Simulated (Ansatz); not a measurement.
**HgSe (zincblende type): how the settings move a single-point run**

How sensitive is a single-point run of HgSe (zincblende type) to its settings? A reference run comes first, then one run with altered input.

Computed with Ansatz 0.2.0 (reference: DFT, PBE, all-electron PAW with datasets made for the crystal, scalar-relativistic, unless a step's input says otherwise).

## (1) The structure to begin with

The structure is cubic, space group F-43m (No. 216). The conventional cell has a = 6.344 Å, b = 6.344 Å, c = 6.344 Å, α = 90.00°, β = 90.00°, γ = 90.00°. Hg (site symmetry -43m) has 4 Se at 2.75 Å as nearest neighbours. Around Se (site symmetry -43m) lie 4 Hg at 2.75 Å.

Coordinates:

```cif
data_structure
_symmetry_space_group_name_H-M 'P 1'
_symmetry_Int_Tables_number 1
_cell_length_a 4.4859
_cell_length_b 4.4859
_cell_length_c 4.4859
_cell_angle_alpha 60.000
_cell_angle_beta 60.000
_cell_angle_gamma 60.000
_cell_volume 63.83
loop_
_atom_site_label
_atom_site_type_symbol
_atom_site_fract_x
_atom_site_fract_y
_atom_site_fract_z
_atom_site_occupancy
Hg1 Hg 0.00000 0.00000 0.00000 1
Se1 Se 0.25000 0.25000 0.25000 1
```

## (2) Baseline

File input.yaml:

```yaml
crystal:
  lattice:
    - [0.0, 3.1719771237, 3.1719771237]
    - [3.1719771237, 0.0, 3.1719771237]
    - [3.1719771237, 3.1719771237, 0.0]
  atoms:
    - { symbol: Hg, position: [0.0, 0.0, 0.0] }
    - { symbol: Se, position: [0.25, 0.25, 0.25] }
kpoints:
  mp_grid: { grid: [11, 11, 11] }
scf:
  occupations: { method: fermi_dirac, width: 0.03 }
hamiltonian:
  xc: pbe
  pseudopotentials: { kind: all_electron, datasets: crystal }
output:
  forces: true
  stress: true
  eigenvalues: true
  efg: { contact_densities: true }
```

Launch:

```sh
$ ansatz run input.yaml --threads 1 --pin off --max-ram 2048MiB --backend cpu --events-out ev --progress --plain --runs-dir out
```

## (3) Variant: symmetry.detect false, xc lda

input.yaml: that of step 2 with these lines changed.

```diff
@@ -8,2 +8,3 @@
     - { symbol: Se, position: [0.25, 0.25, 0.25] }
+  symmetry: { detect: false }
 kpoints:
@@ -13,3 +14,3 @@
 hamiltonian:
-  xc: pbe
+  xc: lda
   pseudopotentials: { kind: all_electron, datasets: crystal }
```

**Question.** What will these runs give? Wanted: for each run, ending; energy change; pressure; gap; force.

The runs gave:

```
                             run     ending   energy change  pressure (GPa)  gap (eV)  force (eV/Å)  cycles  time
                       reference  converged               -            -1.5      0.00          0.00       9  12 s
1: symmetry.detect false, xc lda  converged  not comparable            -5.6      0.00          0.00       8  88 s
```

Residual by cycle in the longest SCF loop of each run; runs are numbered as in the table. The quantity is the density residual dr2, in eV.

```
cycle  reference    run 1
    1      0.968    0.993
    2      0.131    0.124
    3     0.0113     0.01
    4    0.00122  0.00125
    5     2.8e-5   2.0e-5
    6     2.4e-6   7.4e-7
    7     5.9e-7   2.4e-7
    8     1.5e-8   9.7e-9
    9    2.8e-10        -
```

What this shows: Total energies don't compare across a change of functional; the pressure goes from -1.5 to -5.6 GPa. At this fixed cell a lower pressure means that this functional prefers a smaller volume than the reference. Cost: 8 SCF cycles against 9, 88 s against 12 s. Semilocal functionals close small gaps, so the missing gap need not be the real solid's.
